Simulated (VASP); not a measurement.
# CNH₂Cl: screened Coulomb integrals of an active space by constrained RPA

CNH₂Cl, molecule in box, 5 atoms in the cell.

| Functional | Screened U within a state, mean (eV) | Screened U' between states, mean (eV) | Screened J (eV) | Bare U within a state, mean (eV) | Bare U' between states, mean (eV) | Time (s) |
|---|---|---|---|---|---|---|
| LDA | 8.64 | 7.43 | 0.39 | 12.76 | 10.59 | 223 |
| PBE | 8.67 | 7.45 | 0.39 | 12.78 | 10.60 | 258 |
| r2SCAN | 8.90 | 7.67 | 0.39 | 12.76 | 10.62 | 698 |
| PBE0 | 8.95 | 7.74 | 0.37 | 12.28 | 10.27 | 256 |
| HSE06 | 8.82 | 7.62 | 0.37 | 12.34 | 10.32 | 290 |

Limits: the periodic box is only 6.79 Å wide at its narrowest and no larger one was tried.

## Input of the first row

INCAR.step1:
```
  ENCUT = 420
  PREC = Accurate
  ISMEAR = -1
  SIGMA = 0.02
  LASPH = T
  EDIFF = 1E-7
  GGA = CA
  ALGO = Normal
  NELM = 150
  LWAVE = T
  LCHARG = F
```

INCAR.step2, as INCAR.step1 but for:
```
- ALGO = Normal
- NELM = 150
+ ALGO = Exact
+ NELM = 1
+ NBANDS = 129
+ LOPTICS = T
```

INCAR.step3:
```
  ENCUT = 420
  PREC = Accurate
  ISMEAR = -1
  SIGMA = 0.02
  LASPH = T
  GGA = CA
  ALGO = CRPA
  NBANDS = 132
  ENCUTGW = 90
  PRECFOCK = Fast
  LOCALIZED_BASIS = BLOCH
  LWAVE = F
  LCHARG = F
  NCRPA_BANDS = 9 10
  NTARGET_STATES = 9 10
```

KPOINTS:
```
k-points
0
Gamma
  1 1 1
```

POSCAR:
```
H2CNCl
1.0
    7.9100000000      0.0000000000      0.0000000000
    0.0000000000      6.8000000000      0.0000000000
    0.0000000000      0.0000000000      6.7900000000
N C Cl H
1 1 1 2
Direct
    0.3974652300      0.3809485400      0.4444624400
    0.5233438600      0.4772132400      0.4987776100
    0.6841782500      0.3674338200      0.6316789400
    0.3158217500      0.4684191100      0.3683210600
    0.5499431100      0.6325661800      0.4734167900
```

Commands (each step's output is kept before the next begins):
```
cat potpaw_LDA.64/N_GW/POTCAR potpaw_LDA.64/C_GW/POTCAR potpaw_LDA.64/Cl_GW/POTCAR potpaw_LDA.64/H_GW/POTCAR > POTCAR
cp INCAR.step1 INCAR
mpirun -np 4 vasp_std > vasp.out
cp INCAR.step2 INCAR
mpirun -np 4 vasp_std > vasp.out
cp INCAR.step3 INCAR
mpirun -np 4 vasp_std > vasp.out
```

Changes of the last row against the first:
```
(all steps)
- GGA = CA
+ GGA = PE
+ LHFCALC = True
+ HFSCREEN = 0.2
- cat potpaw_LDA.64/N_GW/POTCAR potpaw_LDA.64/C_GW/POTCAR potpaw_LDA.64/Cl_GW/POTCAR potpaw_LDA.64/H_GW/POTCAR > POTCAR
+ cat potpaw_PBE.64/N_GW/POTCAR potpaw_PBE.64/C_GW/POTCAR potpaw_PBE.64/Cl_GW/POTCAR potpaw_PBE.64/H_GW/POTCAR > POTCAR
```

VASP 6.6.1 took 223 s on 4 cores (Intel Xeon Platinum 8488C (Sapphire Rapids)), a shared host.
